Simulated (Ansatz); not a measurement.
```
Si
1.0
     0.00000    2.66007    2.66007
     2.66007    0.00000    2.66007
     2.66007    2.66007    0.00000
Si
2
Direct
  0.00000 0.00000 0.00000
  0.25000 0.25000 0.25000
```

RPA correlation and exact exchange on PBE orbitals, all-electron datasets in plane waves (scalar-relativistic, Gaussian nuclei) (Ansatz); 4×4×4 mesh, wave cutoff 2970 eV, correlation extrapolated to infinite response cutoff from cutoffs up to 280 eV, 28 electrons, all correlated, 258 empty bands, long-wavelength term: optical limit. The band count ends below the top response cutoff.

The cell is then scaled evenly to 1.128 times this volume.

Energy change of the cell: PBE -0.087 eV (mean pressure +2.9 GPa).

**Question.** What change follows for the Hartree-Fock expression on these orbitals, RPA correlation and the RPA total?

**Answer.** The Hartree-Fock expression on these orbitals: -0.141 eV (mean pressure +4.7 GPa). RPA correlation: +0.150 eV (mean pressure -5.0 GPa). The RPA total: +0.009 eV (mean pressure -0.3 GPa).

The program warned that its long-wavelength term hit its cap. This ran on a trial build of the method. The cell is a model at fixed atoms and needn't be the relaxed known crystal. The correlation step scatters with the plane-wave count, here by about 0.04 eV. The mesh is coarse, so these steps aren't converged.
